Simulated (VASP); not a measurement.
**VASP 6.6.1 run: Si**

INCAR

```
GGA = PE
IBRION = 2
ISYM = -1
NSW = 40
LREAL = .FALSE.
SIGMA = 0.05
ISMEAR = -4
EDIFF = 1E-7
ENCUT = 600
LASPH = .TRUE.
NBANDS = 11
PREC = Accurate
EDIFFG = -5E-3
ISIF = 3
NELM = 90
LWAVE = .FALSE.
LCHARG = .FALSE.
```

KPOINTS

```
KPOINTS created by Atomic Simulation Environment
0
Gamma
4 4 4
0 0 0
```

POSCAR

```
Si
 1.0000000000000000
     0.0000000000000000    2.5634351951999998    2.5634351951999998
     2.5634351951999998    0.0000000000000000    2.5634351951999998
     2.5634351951999998    2.5634351951999998    0.0000000000000000
 Si
   2
Cartesian
  0.0000000000000000  0.0000000000000000  0.0000000000000000
  1.2817175975999999  1.2817175975999999  1.2817175975999999
```

The recommended PBE PAW datasets give the neutral cell 8 valence electrons.

Command

```
mpirun -np 1 vasp_std
```

How does this run end, and what does it give?

It converged. Results: relaxed cell vector lengths 3.875, 3.875, 3.875 Å; relaxed cell volume 41.15 Å³.

OSZICAR

```
N       E                     dE             d eps       ncg     rms          rms(c)
DAV:   1     0.883355713087E+01    0.88336E+01   -0.36080E+03  1408   0.649E+02
DAV:   2    -0.992418949157E+01   -0.18758E+02   -0.18164E+02  1924   0.936E+01
DAV:   3    -0.104665932404E+02   -0.54240E+00   -0.54058E+00  1787   0.130E+01
DAV:   4    -0.104703262764E+02   -0.37330E-02   -0.37325E-02  1676   0.134E+00
DAV:   5    -0.104703561160E+02   -0.29840E-04   -0.29839E-04  1763   0.114E-01    0.619E+00
DAV:   6    -0.102302215843E+02    0.24013E+00   -0.15141E-01  1558   0.162E+00    0.385E+00
DAV:   7    -0.101314525798E+02    0.98769E-01   -0.26007E-01  1594   0.225E+00    0.439E-01
DAV:   8    -0.101330125814E+02   -0.15600E-02   -0.90344E-03  1561   0.545E-01    0.103E-01
DAV:   9    -0.101332004610E+02   -0.18788E-03   -0.16516E-04  1709   0.860E-02    0.726E-02
DAV:  10    -0.101332327393E+02   -0.32278E-04   -0.29863E-05  1576   0.319E-02    0.145E-02
...
DAV:   9    -0.106650717448E+02    0.93405E-07   -0.91941E-08  1465   0.152E-03
   3 F= -.10665072E+02 E0= -.10665072E+02  d E =-.531839E+00
       N       E                     dE             d eps       ncg     rms          rms(c)
DAV:   1    -0.106653490459E+02   -0.27721E-03   -0.30857E-03  1552   0.241E-01    0.520E-02
DAV:   2    -0.106652972951E+02    0.51751E-04   -0.61622E-05  1540   0.418E-02    0.341E-02
DAV:   3    -0.106652703766E+02    0.26919E-04   -0.52160E-05  1552   0.294E-02    0.107E-02
DAV:   4    -0.106652707038E+02   -0.32721E-06   -0.11170E-06  1504   0.652E-03    0.928E-03
DAV:   5    -0.106652715225E+02   -0.81874E-06   -0.18799E-07  1417   0.233E-03    0.211E-03
DAV:   6    -0.106652714931E+02    0.29425E-07   -0.35340E-09   830   0.397E-04
   4 F= -.10665271E+02 E0= -.10665271E+02  d E =-.532039E+00
```

Standard output (part)

```
POSCAR found type information on POSCAR Si
 POSCAR found :  1 types and       2 ions
 LDA part: xc-table for (Slater+PW92), standard interpolation
 POSCAR, INCAR and KPOINTS ok, starting setup
 WAVECAR not read
 entering main loop
 curvature:   0.00 expect dE= 0.000E+00 dE for cont linesearch  0.000E+00
 search vector abs. value=  0.235E+01
 bond charge predicted
 trial-energy change:   -0.186758  1 .order   -0.472370   -2.353059    1.408318
 bond charge predicted
 curvature:  -0.28 expect dE=-0.182E-03 dE for cont linesearch -0.182E-03
 ZBRENT: interpolating
 opt :   0.5015  next Energy=   -10.665234 (dE=-0.532E+00)
 bond charge predicted
 curvature:  -0.25 expect dE=-0.337E-06 dE for cont linesearch -0.337E-06
 search vector abs. value=  0.134E-05
 reached required accuracy - stopping structural energy minimisation
```

```
ionic step  ΔE (meV/atom)  volume (Å³)  largest force (eV/Å)  pressure (GPa)  electronic steps
         1            0.0        33.69                 0.000           27.12                12
         2          -93.4        49.59                 0.000          -11.03                10
         3         -265.9        41.32                 0.000           -0.37                 9
         4         -266.0        41.15                 0.000           -0.02                 6
```

These settings aren't sound, so the numbers aren't properties of the crystal. The volume moved far on the plane waves of the start cell, so a restart from CONTCAR is due.

On sound settings the PBE relaxation ends at 40.88 Å³.
